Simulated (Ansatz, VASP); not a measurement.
# As: VASP beside Ansatz

The input INCAR:

```
  PREC = Accurate
  ENCUT = 520
  EDIFF = 1E-6
  ISMEAR = -1
  SIGMA = 0.05
  LREAL = False
  LASPH = True
  NELM = 150
  ALGO = Normal
  ISIF = 2
  LWAVE = False
  LCHARG = True
  LNONCOLLINEAR = True
  MAGMOM = 0 0 0 0 0 0
  LORBIT = 11
  LSORBIT = True
  GGA_COMPAT = False
  LORBMOM = True
  GGA = CA
  LVHAR = True
  NBANDS = 22
```

The input KPOINTS:

```
Automatic mesh
0
Gamma
  7 7 7
```

Contents of POSCAR:

```
As
1.0
    1.8807968987      1.0858785957      3.5140619945
   -1.8807968987      1.0858785957      3.5140619945
    0.0000000000     -2.1717571915      3.5140619945
As
2
Direct
    0.2260000000      0.2260000000      0.2260000000
    0.7740000000      0.7740000000      0.7740000000
```

input.yaml

```yaml
crystal:
  lattice:
    - [1.8807968987, 1.0858785957, 3.5140619945]
    - [-1.8807968987, 1.0858785957, 3.5140619945]
    - [0.0, -2.1717571915, 3.5140619945]
  atoms:
    - { symbol: As, position: [0.226, 0.226, 0.226] }
    - { symbol: As, position: [0.774, 0.774, 0.774] }
hamiltonian:
  xc: lda
  pseudopotentials: { kind: paw_fr }
magnetization:
  noncollinear: true
  spin_orbit: true
kpoints:
  mp_grid: { grid: [7, 7, 7] }
  band_path:
    path:
      - [[0.0, 0.0, 0.0], [0.5, 0.0, 0.0], [0.5, 0.2303245873, -0.2303245873]]
      - [[0.7696754127, 0.5, 0.2303245873], [0.5, 0.5, 0.5], [0.0, 0.0, 0.0], [0.3651622936, 0.0, -0.3651622936]]
      - [[0.6348377064, 0.3651622936, 0.0], [0.5, 0.5, 0.0], [0.6348377064, 0.6348377064, 0.2303245873], [0.5, 0.5, 0.5]]
      - [[0.5, 0.0, 0.0], [0.7696754127, 0.3651622936, 0.3651622936]]
    npoints: 14
scf:
  occupations: { method: fermi_dirac, width: 0.05 }
  n_extra_bands: 6
output:
  forces: true
  stress: true
  eigenvalues: true
  fatbands: false
```

Alike in both runs: functional LDA; k mesh 7 × 7 × 7; occupations fermi-dirac, width 0.05 eV; non-collinear spin, spin-orbit coupling.

|  | VASP | Ansatz |
| --- | --- | --- |
| version | VASP 6.6.1 | Ansatz 0.2.0 |
| potentials or method | VASP PAW LDA potentials, release 64 (As) | Ansatz PAW |
| plane-wave cutoff (eV) | 520 | 420 |
| valence electrons in the cell | 10 | 30 |
| task | single point | band structure |

|  | VASP | Ansatz | Ansatz less VASP |
| --- | --- | --- | --- |
| gap on the k mesh at the Fermi level (eV) | none | none | - |
| pressure (GPa) | -1.0 | -1.4 | -0.44 |
| largest component of the traceless stress (GPa) | 0.62 | 0.47 | -0.150 |
| rms of the force components (eV/Å) | 0.171 | 0.129 | -0.0417 |
| net moment per atom (μB) | 0.00 | 0.00 | 0.000 |

Atom by atom the forces differ by 0.042 eV/Å (rms over components). A gap of «none» marks a metal or a gap that the smearing closes. The two sets of potentials don't hold the same shells in valence.

Caveats: the PAW data sets come from PBE, with cores solved anew for the run's functional, which leaves a small shift of forces and pressure (Ansatz).
